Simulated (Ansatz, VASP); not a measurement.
**One calculation of Y, two programs**

INCAR

```
SYSTEM = Y
ALGO = Normal ; EDIFF = 1E-8
ENCUT = 520 ; ISIF = 2
ISMEAR = -1 ; LASPH = .True.
LCHARG = .False. ; LEFG = .True.
LREAL = .False. ; LWAVE = .False.
NBANDS = 12 ; NELM = 80
PREC = Accurate ; SIGMA = 0.05
```

File KPOINTS:

```
k-points
0
Gamma
  13 13 13
  0 0 0
```

POSCAR

```
Y
1.0
    0.0000000000      2.5337378637      2.5337378637
    2.5337378637      0.0000000000      2.5337378637
    2.5337378637      2.5337378637      0.0000000000
Y
1
Direct
    0.0000000000      0.0000000000      0.0000000000
```

Input for Ansatz:

```yaml
crystal:
  lattice:
    - [0.0, 2.5337378637, 2.5337378637]
    - [2.5337378637, 0.0, 2.5337378637]
    - [2.5337378637, 2.5337378637, 0.0]
  atoms:
    - { symbol: "Y", position: [0.0, 0.0, 0.0] }
kpoints:
  mp_grid: { grid: [13, 13, 13] }
scf:
  occupations: { method: fermi_dirac, width: 0.05 }
hamiltonian:
  xc: lda
  pseudopotentials: { kind: all_electron, datasets: crystal }
output:
  forces: true
  stress: true
  eigenvalues: true
  efg: { contact_densities: true }
```

Change from the starting cell: volume scaled by 1.06, crystal datasets.

Alike in both runs: task electric field gradients; functional LDA; k mesh 13 × 13 × 13; occupations fermi-dirac, width 0.05 eV; no spin polarisation.

|  | VASP | Ansatz |
| --- | --- | --- |
| version | VASP 6.6.1 | Ansatz 0.2.0 |
| potentials or method | VASP PAW LDA potentials, release 64 (Y_sv) | all-electron PAW with datasets made for the crystal, scalar-relativistic |
| plane-wave cutoff (eV) | 520 | see its input |

Ansatz gave:

```
pressure (GPa)                                                 : -3.8
Vzz of the field gradient on the site that differs most (V/Å²) : 0.0
```

Q: What did VASP give for the same quantities?

A: Pressure (GPa): -3.9; Vzz of the field gradient on the site that differs most (V/Å²): 0.0.

Ansatz ran all-electron here, so the differences hold the error of VASP's frozen core and of both bases. Ansatz warned: «gradients_without_spin_orbit».
